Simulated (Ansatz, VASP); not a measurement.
**SrO in VASP and in Ansatz**

```
CELL_PARAMETERS angstrom
2.51022 2.51022 0.00000
-2.51022 2.51022 0.00000
0.00000 2.51022 2.58976
ATOMIC_POSITIONS crystal
Sr 0.50000 0.50000 0.00000
O 0.00000 0.00000 0.00000
```

Change from the starting cell: in-plane strain -0.02, out-of-plane length and atoms relaxed by PAW.

Alike in both runs: functional PBEsol; k mesh 8 × 8 × 8; no spin polarisation.

Ansatz relaxed the structure, and its values are those at the end. VASP's run is a single point on that final structure, the one shown.

```csv
,VASP,Ansatz
version,VASP 6.6.1,Ansatz 0.2.0
potentials or method,"VASP PAW PBE potentials, release 64 (Sr_sv, O)","PAW with Ansatz's default frozen-core files, scalar-relativistic"
plane-wave cutoff (eV),520,420
occupations,"gaussian, width 0.01 eV",fixed
valence electrons in the cell,16,16
```

|  | VASP | Ansatz | Ansatz less VASP |
| --- | --- | --- | --- |
| gap on the k mesh at the Fermi level (eV) | 3.05 | 3.10 | +0.054 |
| pressure (GPa) | 3.9 | 3.1 | -0.74 |

Caveats: the PAW data sets were made with another functional, which shifts forces and pressure a little (VASP). A k mesh can miss the band edges.
